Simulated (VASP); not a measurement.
# Li (P6/mmm) in VASP: relaxation of shape and atoms at fixed volume with PBE

Aim: the relaxation of shape and atoms at fixed volume of Li with PBE.

Program: VASP 6.6.1. These are calculated values, not measurements. Logs are shortened: lines on timing, memory, paths and dates and some standing lists are left out, and cuts for length are marked.

**1. The crystal as given**

Symmetry: P6/mmm, No. 191, hexagonal system. The conventional cell has a = 5.083 Å, b = 5.083 Å, c = 2.987 Å, α = 90.00°, β = 90.00°, γ = 120.00°. Li (site symmetry 6/mmm) has 14 Li at 2.99 to 3.29 Å as nearest neighbours. Around Li (site symmetry -6m2) lie 11 Li at 2.93 to 3.29 Å.

This isn't the form of Li at room conditions, which is bcc.

**2. Relaxation of shape and atoms at fixed volume, PBE**

File INCAR:

```
PREC = Accurate ; ENCUT = 600
EDIFF = 1E-7 ; ISMEAR = 0
SIGMA = 0.1 ; LREAL = F
LASPH = T ; NELM = 100
ALGO = Fast ; ISIF = 4
LWAVE = F ; LCHARG = F
GGA = PE ; IBRION = 2
NSW = 50 ; EDIFFG = -0.01
```

File KPOINTS:

```
regular mesh
0
Gamma
  12 12 14
```

File POSCAR:

```
Li
1.0
    5.0831614019      0.0000000000      0.0000000000
   -2.5415807009      4.4021469056      0.0000000000
    0.0000000000      0.0000000000      2.9872058952
Li
3
Direct
    0.0000000000      0.0000000000      0.0000000000
    0.6666666667      0.3333333333      0.5000000000
    0.3333333333      0.6666666667      0.5000000000
```

Potentials or basis: VASP PAW PBE potentials, release 64 (Li_sv).

On the command line:

```console
$ cat potpaw_PBE.64/Li_sv/POTCAR > POTCAR
$ mpirun -np 1 vasp_std > vasp.out
```

OUTCAR:

```text
PREC = Accurate
   ENCUT = 600
   EDIFF = 1E-7
   ISMEAR = 0
   LREAL = F
   LASPH = T
   NELM = 100
   ISIF = 4
   GGA = PE
   IBRION = 2
   NSW = 50
   EDIFFG = -0.01

 ion  position               nearest neighbor table
   1  0.000  0.000  0.000-
   2  0.667  0.333  0.500-
   3  0.333  0.667  0.500-

  LATTYP: Found a hexagonal cell.
 ALAT       =     5.0831614019
 C/A-ratio  =     0.5876669378

  Lattice vectors:

 A1 = (   5.0831614019,   0.0000000000,   0.0000000000)
 A2 = (  -2.5415807009,   4.4021469056,   0.0000000000)
 A3 = (   0.0000000000,   0.0000000000,   2.9872058952)

Analysis of symmetry for initial positions (statically):
=====================================================================
 Subroutine PRICEL returns:
 Original cell was already a primitive cell.

 Routine SETGRP: Setting up the symmetry group for a
 hexagonal supercell.

 Subroutine GETGRP returns: Found 24 space group operations
 (whereof 24 operations were pure point group operations)
 out of a pool of 24 trial point group operations.

The static configuration has the point symmetry D_6h.

Analysis of symmetry for dynamics (positions and initial velocities):
=====================================================================
 Subroutine PRICEL returns:
 Original cell was already a primitive cell.

 Routine SETGRP: Setting up the symmetry group for a
 hexagonal supercell.

 Subroutine GETGRP returns: Found 24 space group operations
 (whereof 24 operations were pure point group operations)
 out of a pool of 24 trial point group operations.

The dynamic configuration has the point symmetry D_6h.

 Subroutine INISYM returns: Found 24 space group operations
 (whereof 24 operations are pure point group operations),
 and found     1 'primitive' translations

----------------------------------------------------------------------------------------

                                     Primitive cell

  volume of cell :      66.8442

  direct lattice vectors                    reciprocal lattice vectors
     5.083161402  0.000000000  0.000000000     0.196727965  0.113580944  0.000000000
    -2.541580701  4.402146906  0.000000000     0.000000000  0.227161887  0.000000000
     0.000000000  0.000000000  2.987205895     0.000000000  0.000000000  0.334760989

  length of vectors
     5.083161402  5.083161402  2.987205895     0.227161887  0.227161887  0.334760989

  position of ions in fractional coordinates (direct lattice)
     0.000000000  0.000000000  0.000000000
     0.666666667  0.333333333  0.500000000
     0.333333333  0.666666667  0.500000000

  ion indices of the primitive-cell ions
   primitive index   ion index
                 1           1
                 2           2
                 3           3

----------------------------------------------------------------------------------------

 KPOINTS: regular mesh

Automatic generation of k-mesh.
 Grid dimensions read from file:
 generate k-points for:   12   12   14

 Generating k-lattice:

  Cartesian coordinates                     Fractional coordinates (reciprocal lattice)
     0.016393997  0.009465079  0.000000000     0.083333333  0.000000000  0.000000000
     0.000000000  0.018930157  0.000000000     0.000000000  0.083333333  0.000000000
     0.000000000  0.000000000  0.023911499     0.000000000  0.000000000  0.071428571

  Length of vectors
     0.018930157  0.018930157  0.023911499

  Shift w.r.t. Gamma in fractional coordinates (k-lattice)
     0.000000000  0.000000000  0.000000000

 Subroutine IBZKPT returns following result:
 ===========================================

 Found    152 irreducible k-points:

 Following reciprocal coordinates:
            Coordinates               Weight
  0.000000  0.000000  0.000000      1.000000
  0.083333  0.000000  0.000000      6.000000
  0.166667 -0.000000  0.000000      6.000000
  0.250000  0.000000  0.000000      6.000000
  0.333333  0.000000  0.000000      6.000000
  0.416667  0.000000  0.000000      6.000000
[... 16 lines left out ...]
  0.250000  0.000000  0.071429     12.000000
  0.333333  0.000000  0.071429     12.000000
 [... further k-points ...]
   k-points           NKPTS =    152   k-points in BZ     NKDIM =    152   number of bands    NBANDS=      8
   number of dos      NEDOS =    301   number of ions     NIONS =      3
   total plane-waves  NPLWV =  42336
   dimension x,y,z NGX =    42 NGY =   42 NGZ =   24
   dimension x,y,z NGXF=    84 NGYF=   84 NGZF=   48
   ions per type =               3
   NGX,Y,Z   is equivalent  to a cutoff of  13.74, 13.74, 13.36 a.u.
   NGXF,Y,Z  is equivalent  to a cutoff of  27.47, 27.47, 26.71 a.u.
 SYSTEM =  unknown system
   PREC   = accura    normal or accurate (medium, high low for compatibility)
   ISTART =      0    job   : 0-new  1-cont  2-samecut
   ICHARG =      2    charge: 1-file 2-atom 10-const
   ISPIN  =      1    spin polarized calculation?
   LNONCOLLINEAR =      F non collinear calculations
   LSORBIT =      F    spin-orbit coupling
   LASPH  =      T    aspherical Exc in radial PAW
   ENCUT  =  600.0 eV  44.10 Ry    6.64 a.u.  10.15 10.15  5.97*2*pi/ulx,y,z
   NELM   =    100;   NELMIN=  2; NELMDL= -5     # of ELM steps
   EDIFF  = 0.1E-06   stopping-criterion for ELM
   LREAL  =      F    real-space projection
   EDIFFG = -.1E-01   stopping-criterion for IOM
   NSW    =     50    number of steps for IOM
   IBRION =      2    ionic relax: 0-MD 1-quasi-New 2-CG
   NFREE  =      1    steps in history (QN), initial steepest desc. (CG)
   ISIF   =      4    stress and relaxation
   ISYM   =      2    0-nonsym 1-usesym 2-fastsym
   POTIM  = 0.5000    time-step for ionic-motion
   TEBEG  =    0.0;   TEEND  =   0.0 temperature during run
   PSTRESS=    0.0 pullay stress
   NELECT =       9.0000    total number of electrons
   NUPDOWN=      -1.0000    fix difference up-down
   EMIN   =  10.00;   EMAX   =-10.00  energy-range for DOS
   EFERMI =   0.00;   METHOD = LEGACY
   ISMEAR =     0;   SIGMA  =   0.10  broadening in eV -4-tet -1-fermi 0-gaus
   EFERMI_NEDOS =   21; number of points for ismear=-14 and -15
   IALGO  =     68    algorithm
   IMIX   =      4    mixing-type and parameters
     AMIX     =   0.40;   BMIX     =  1.00
     AMIX_MAG =   1.60;   BMIX_MAG =  1.00
  volume/ion in A,a.u.               =      22.28       150.36
  Fermi-wavevector in a.u.,A,eV,Ry     =   0.839076  1.585623  9.579155  0.704048
  Thomas-Fermi vector in A             =   1.953235
   LORBIT       =      0    0 simple, 1 ext, 2 COOP (PROOUT), +10 PAW based schemes
   GGA     = PE    functional components
   LHFCALC =     F    Hartree Fock is set to
   AEXX    =    0.0000 exact exchange contribution
   IVDW    =     0    specifies the selected vdW correction
   LEPSILON=     F    determine dielectric tensor
   LRPA    =     F    only Hartree local field effects (RPA)
 conjugate gradient relaxation of ions
 non-spin polarized calculation
 RMM-DIIS sequential band-by-band and
 Gauss-broadening in eV      SIGMA  =   0.10
  energy-cutoff  :      600.00
  volume of cell :       66.84
 maximum number of plane-waves:      2256
 NGX is ok and might be reduce to    42
   NGX = 21   NGY = 21   NGZ = 11

 number of electron       9.0000002 magnetization

 Free energy of the ion-electron system (eV)
  ---------------------------------------------------
  ext. energy  EPLUGINS =         0.00000000
  ---------------------------------------------------
  free energy    TOTEN  =        -5.66273381 eV

  energy without entropy =       -5.65588446  energy(sigma->0) =       -5.65930913

 E-fermi :   0.3859     XC(G=0):  -6.8180

 val. band max:        0.3774668353   @ k =   0.3333   0.1667   0.4286
 cond. band min:       0.4073308685   @ k =   0.2500   0.0833   0.5000
 fundamental gap:      0.0298640332
 Fermi energy:         0.3858590767

 k-point     1 :       0.0000    0.0000    0.0000
  band No.  band energies     occupation
      1     -46.3751      2.00000
      2     -46.3605      2.00000
      3     -46.2666      2.00000
      4      -3.0621      2.00000
      5       2.3871      0.00000
      6       2.3871      0.00000
      7       2.4464      0.00000
      8       2.4464      0.00000

 k-point     2 :       0.0833    0.0000    0.0000
  band No.  band energies     occupation
      1     -46.3749      2.00000
      2     -46.3608      2.00000
      3     -46.2666      2.00000
      4      -3.0211      2.00000
      5       1.7163      0.00000
      6       1.8349      0.00000
      7       2.9345      0.00000
      8       3.1029      0.00000

 k-point     3 :       0.1667   -0.0000    0.0000
  band No.  band energies     occupation
      1     -46.3742      2.00000
      2     -46.3614      2.00000
      3     -46.2666      2.00000
      4      -2.8977      2.00000
      5       0.9643      0.00000
      6       1.3590      0.00000
      7       3.1808      0.00000
      8       3.8914      0.00000

 k-point     4 :       0.2500    0.0000    0.0000
  band No.  band energies     occupation
      1     -46.3731      2.00000
      2     -46.3624      2.00000
      3     -46.2667      2.00000
      4      -2.6922      2.00000
      5       0.2331      1.96930
      6       0.9883      0.00000
      7       3.2347      0.00000
      8       4.7818      0.00000

 k-point     5 :       0.3333    0.0000    0.0000
  band No.  band energies     occupation
      1     -46.3718      2.00000
      2     -46.3636      2.00000
      3     -46.2667      2.00000
      4      -2.4043      2.00000
      5      -0.4439      2.00000
      6       0.7233      0.00000
      7       3.2146      0.00000
      8       5.7716      0.00000
[... 177 lines left out ...]
 k-point    22 :       0.1667   -0.0000    0.0714
  band No.  band energies     occupation
      1     -46.3737      2.00000
      2     -46.3610      2.00000
      3     -46.2663      2.00000
      4      -2.8318      2.00000
      5       1.0409      0.00000
      6       1.4427      0.00000
      7       3.2402      0.00000
      8       3.9737      0.00000

 k-point    23 :       0.2500    0.0000    0.0714
  band No.  band energies     occupation
      1     -46.3727      2.00000
      2     -46.3620      2.00000
      3     -46.2663      2.00000
      4      -2.6258      2.00000
      5       0.3064      1.73879
      6       1.0721      0.00000
      7       3.2794      0.00000
      8       4.8633      0.00000

 k-point    24 :       0.3333    0.0000    0.0714
  band No.  band energies     occupation
      1     -46.3715      2.00000
      2     -46.3632      2.00000
      3     -46.2664      2.00000
      4      -2.3376      2.00000
      5      -0.3729      2.00000
      6       0.8072      0.00000
      7       3.2513      0.00000
      8       5.8519      0.00000

 [... further k-points ...]

------------------------ aborting loop because EDIFF is reached ----------------------------------------

  FORCE on cell =-STRESS in cart. coord.  units (eV):
  Direction    XX          YY          ZZ          XY          YZ          ZX
  --------------------------------------------------------------------------------------
  -------------------------------------------------------------------------------------
  Total       -0.5180275     -0.5180275     -0.4857572     -0.0000000     -0.0000000     -0.0000000
  in kB      -12.4165167    -12.4165167    -11.6430362     -0.0000000     -0.0000000     -0.0000000
  external PRESSURE =     -12.1586899 kB  Pullay stress =       0.0000000 kB

 VOLUME and BASIS-vectors are now :
 -----------------------------------------------------------------------------
  energy-cutoff  :      600.00
  volume of cell :       66.84
      direct lattice vectors                 reciprocal lattice vectors
     5.083161402  0.000000000  0.000000000     0.196727965  0.113580944  0.000000000
    -2.541580701  4.402146906  0.000000000     0.000000000  0.227161887  0.000000000
     0.000000000  0.000000000  2.987205895     0.000000000  0.000000000  0.334760989

 POSITION                                       TOTAL-FORCE (eV/Angst)
 -----------------------------------------------------------------------------------
      0.00000      0.00000      0.00000        -0.000000      0.000000      0.000000
      2.54158      1.46738      1.49360         0.000000     -0.000000     -0.000000
     -0.00000      2.93476      1.49360         0.000000      0.000000      0.000000
 -----------------------------------------------------------------------------------
    total drift:                                0.000000      0.000000     -0.000000

  FREE ENERGIE OF THE ION-ELECTRON SYSTEM (eV)
  ---------------------------------------------------
  free  energy   TOTEN  =        -5.6627338070 eV

  energy  without entropy=       -5.6558844584  energy(sigma->0) =       -5.65930913

 reached required accuracy - stopping structural energy minimisation
```

Wall time 42 s (1 thread of Intel Xeon 6975P-C (Granite Rapids), shared host); peak memory 0.23 GiB.

What came out:

| Item | Value |
| --- | --- |
| Free energy | -5.6627 eV |
| Pressure after relaxing | -1.2 GPa |
| Band gap on the k mesh | none (metal or under the smearing width) |

Stress tensor (GPa, compression positive):
```
-1.24  0.00  0.00
 0.00 -1.24  0.00
 0.00  0.00 -1.16
```

Final structure:
```xyz
3
Lattice="5.0832 0.0000 0.0000 -2.5416 4.4021 0.0000 0.0000 0.0000 2.9872" Properties=species:S:1:pos:R:3 pbc="T T T"
Li    0.0000    0.0000    0.0000
Li    2.5416    1.4674    1.4936
Li    0.0000    2.9348    1.4936
```

Caveat: the cutoff is under 1.25 times the usual one of these potentials, so pressure, stress and relaxed cells hold a basis-set (Pulay) error; the relaxation stopped at its first step, so nothing moved.
